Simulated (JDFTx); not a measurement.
Runs of JDFTx 1.7.0 (patched build) on V. Symmetry: Im-3m, No. 229, cubic system. The conventional cell has a = 3.029 Å, b = 3.029 Å, c = 3.029 Å, α = 90.00°, β = 90.00°, γ = 90.00°. V (site symmetry m-3m) is surrounded by 8 V at 2.62 Å. 

```csv
task,level,cell,SCF threshold on the energy,further solve for the empty bands,gap on the mesh (eV),pressure (GPa),moment (μB),V0 of scaled cells (Å³/atom),B0 (GPa)
equation of state,RPBE,as given,1e-09 Ha,-,-,-,-,13.81,(b)
equation of state,PBE,as given,1e-08 Ha,-,-,-,-,13.47,(a)
single point,PBE,as given,1e-08 Ha,yes,none,-5.2,0.00,-,-
relaxation of cell and atoms,PBE+D3(BJ),relaxed,1e-09 Ha,no,none,0.0,0.00,-,-
```

Alike in all rows: potentials or basis PseudoDojo-SR-PBE-0.5-standard; spin collinear, ferromagnetic start; k mesh 12 × 12 × 12; cutoff (eV) 1143; smearing fermi-dirac 0.05 eV.

Task: Estimate the missing entries.

Result: (a) 180; (b) 171.

Caveats: the potentials were made for another functional, which shifts forces and pressure (some runs); the plane waves are those of the starting cell, so after so large a change of volume the result is rough (some runs); pairwise dispersion overbinds metals, which lowers pressure and volume (some runs).

A k mesh can miss the band edges.

A gap of «none» marks a metal or a gap under the smearing width.

Not every run made on this cell is shown here.
